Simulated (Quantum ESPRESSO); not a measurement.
AlO: energy against volume and a worked fit

```cif
data_structure
_symmetry_space_group_name_H-M 'P 1'
_symmetry_Int_Tables_number 1
_cell_length_a 2.7692
_cell_length_b 2.7692
_cell_length_c 2.7692
_cell_angle_alpha 90.000
_cell_angle_beta 90.000
_cell_angle_gamma 90.000
_cell_volume 21.24
loop_
_atom_site_label
_atom_site_type_symbol
_atom_site_fract_x
_atom_site_fract_y
_atom_site_fract_z
_atom_site_occupancy
Al1 Al 0.50000 0.50000 0.50000 1
O1 O 0.00000 0.00000 0.00000 1
```

The cell comes from a database or a generator and needn't be the stable form of this composition.

The cell was scaled at fixed shape and fractions and run with Quantum ESPRESSO, PseudoDojo 0.4.1 SR PBE standard, cutoff 1143 eV; PBE+D3(BJ), k mesh 10 × 10 × 10 on the cell of 2 atoms, fermi-dirac occupations of 0.05 eV, no spin polarisation, no spin-orbit coupling. Energies are those that the program minimises, any entropy of the smearing included. For a metal such a mesh isn't converged to the digits shown.

| V (Å³/atom) | energy over the lowest row (meV/atom) |
| --- | --- |
| 9.9806 | 5.05 |
| 10.1929 | 0.57 |
| 10.4053 | 0.00 |
| 10.6176 | 3.02 |
| 10.8300 | ? |
| 11.0424 | 18.61 |
| 11.2547 | 30.58 |

Fit the third-order Birch-Murnaghan form, give V0, B0 and B′, and predict the energy left open.

With y = (V0/V)^(2/3), E = E0 + (9 V0 B0/16) [(y - 1)³ B′ + (y - 1)² (6 - 4y)]. Least squares through the rows shown give V0 = 10.3301 Å³/atom, E0 = -0.23 meV, B0 = 135.9 GPa (1 eV/Å³ = 160.218 GPa) and B′ = 3.54, with a largest miss of 0.02 meV. At V = 10.8300 the form with these constants gives 9.32 meV; the run gave 9.33 meV an atom.
